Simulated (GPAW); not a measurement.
The system is TiC.

```
Ti C
1.0
     3.04209    0.00000    0.00000
    -1.52104    2.63452    0.00000
     0.00000    0.00000    2.69797
Ti C
1 1
Cartesian
  0.0000 0.0000 1.3490
  0.0000 1.7563 0.0000
```

The cell was built by a generator and needn't be a form met in nature.

- Program: GPAW 26.7.0
- Task: relaxation of cell and atoms
- Functional: revPBE
- Potentials or basis: the program's PAW data sets (release 1.2.1) made for this functional
- Cutoff: 800 eV
- Basis: pw
- k mesh: 10 × 10 × 10
- Occupations: fermi-dirac, width 0.05 eV
- Spin: no spin polarisation

At the start: pressure 3.6 GPa; volume 10.81 Å³/atom.

**Question.** How do energy, volume and symmetry change on relaxing?

**Answer.** Over 10 steps the energy falls by 2.6 meV/atom and the volume is 10.99 Å³/atom (+1.7 %); space group P-6m2 (No. 187, to 0.05 Å).

Step by step:
```
step  energy change (eV)  largest force (eV/Å)  pressure (GPa)  volume (Å³)
   1              0.0000                0.0000            3.60        21.62
   2             -0.0018                0.0000            2.78        21.70
   3             -0.0041                0.0000            1.37        21.84
   4             -0.0052                0.0000           -0.30        22.01
   5             -0.0052                0.0000           -0.28        22.01
   6             -0.0052                0.0000           -0.25        22.01
   7             -0.0052                0.0000           -0.19        22.01
   8             -0.0052                0.0000           -0.13        22.00
   9             -0.0052                0.0000           -0.06        21.99
  10             -0.0052                0.0000            0.01        21.99
```

Final structure:
```
CELL_PARAMETERS angstrom
3.06085 0.00000 0.00000
-1.53042 2.65077 0.00000
0.00000 0.00000 2.70988
ATOMIC_POSITIONS crystal
Ti 0.00000 0.00000 0.50000
C 0.33333 0.66667 0.00000
```

Caveat: later steps reuse the first step's grids.
